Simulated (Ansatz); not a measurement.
**Mn: equation of state with PBE**

Crystal: Mn.

```xyz
2
Lattice="2.4836 0.0000 0.0000 -1.2418 2.1509 0.0000 0.0000 0.0000 4.0262" Properties=species:S:1:pos:R:3 pbc="T T T"
Mn    0.0000    1.4339    1.0065
Mn    1.2418    0.7170    3.0196
```

This isn't the form of Mn at room conditions, which is a 58-atom cubic cell.

| Item | Value |
| --- | --- |
| Program | Ansatz 0.2.0 |
| Task | equation of state |
| Functional | PBE |
| Potentials or basis | Ansatz PAW |
| Cutoff | 420 eV |
| Density cutoff | 1680 eV |
| k mesh | 12 × 12 × 7 |
| Occupations | fermi-dirac, width 0.05 eV |
| Spin | collinear spin, ferromagnetic start |
| Starting moments | [4.0, 4.0] μB |

```json
{"Equilibrium volume": "10.73 Å³/atom (rough: see the caveat)", "Bulk modulus at fixed shape and positions": "244 GPa (rough)"}
```

Energy against volume, from the lowest point:
```csv
volume (Å³/atom),energy (meV/atom)
10.109,32.72
10.324,12.90
10.539,2.31
10.754,0.00
10.969,3.66
11.184,12.72
11.399,26.02
```

All runs of the series together: 110 s on 2 threads of Intel(R) Xeon(R) Processor @ 2.70GHz, with other jobs on the host.

Caveat: the fit is doubtful: noisy points or a state that changes with volume; the cell was scaled at fixed shape and fractional positions, which overstates the stiffness of a crystal with free parameters, most of all of layers and chains.
